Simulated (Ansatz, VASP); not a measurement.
## Two plane-wave programs on InSb

Contents of INCAR:

```
ALGO     = Normal         # electronic algorithm
EDIFF    = 1E-6           # SCF threshold, eV
EDIFFG   = -0.01          # ionic threshold
ENCUT    = 600            # plane-wave cutoff, eV
GGA      = PE             # functional
IBRION   = 2              # ionic algorithm
ISIF     = 4              # what is computed and relaxed
ISMEAR   = 0              # smearing method
IVDW     = 12             # dispersion correction
LASPH    = T              # aspherical terms in the spheres
LCHARG   = F              # write CHGCAR
LREAL    = F              # projectors in reciprocal space
LWAVE    = F              # write WAVECAR
NELM     = 60             # most SCF steps
NSW      = 60             # ionic steps
PREC     = Accurate       # precision mode
SIGMA    = 0.05           # smearing width, eV
```

The input KPOINTS:

```
k-points
0
Gamma
  4 4 8
```

Contents of POSCAR:

```
InSb
1.0
    5.6397693483      0.0000000000      0.0000000000
    0.0000000000      5.6417498820      0.0000000000
    0.0000000000      0.0000000000      3.4212869795
In Sb
2 2
Direct
    0.0000000000      0.0000000000      0.0007106198
    0.5000000000      0.5000000000     -0.0007106198
    0.5000000000      0.0000000000      0.6587821812
    0.0000000000      0.5000000000      0.3412178188
```

Input for Ansatz:

```yaml
crystal:
  lattice:
    - [5.6397693483, 0.0, 0.0]
    - [0.0, 5.641749882, 0.0]
    - [0.0, 0.0, 3.4212869795]
  atoms:
    - { symbol: In, position: [0.0, 0.0, 0.0007106198] }
    - { symbol: In, position: [0.5, 0.5, -0.0007106198] }
    - { symbol: Sb, position: [0.5, 0.0, 0.6587821812] }
    - { symbol: Sb, position: [0.0, 0.5, 0.3412178188] }
basis:
  ecutwfc: 420
  ecutrho_ratio: 4
kpoints:
  mp_grid: { grid: [4, 4, 8] }
hamiltonian:
  xc: pbe
  dispersion: d3bj
scf:
  occupations: { method: gaussian, width: 0.05 }
output:
  forces: true
  stress: true
  eigenvalues: true
relax:
  f_tol: 0.01
  max_steps: 40
  cell: { stress_tol: 0.1, fix: [volume] }
```

Alike in both runs: task relaxation of shape and atoms at fixed volume; functional PBE; dispersion D3(BJ); k mesh 4 × 4 × 8; occupations gaussian, width 0.05 eV; no spin polarisation.

|  | VASP | Ansatz |
| --- | --- | --- |
| version | VASP 6.6.1 | Ansatz 0.2.0 |
| potentials or method | VASP PAW PBE potentials, release 64 (In_d, Sb) | scalar-relativistic, plane waves, PAW |
| plane-wave cutoff (eV) | 600 | 420 |
| valence electrons in the cell | 36 | 56 |

```csv
,VASP,Ansatz,Ansatz less VASP
"gap on the k mesh at the Fermi level, each at its own relaxed structure (eV)",none,none,-
relaxed volume (Å³/atom),27.21,27.21,0.000
relaxed cell length with the largest relative difference (Å),3.420,3.419,-0.0010
```

A gap of «none» marks a metal or a gap that the smearing closes. The two sets of potentials don't hold the same shells in valence.

Caveats: pairwise dispersion overbinds metals, which lowers pressure and volume. The runs have no spin-orbit coupling, so splittings on Sb are missing.
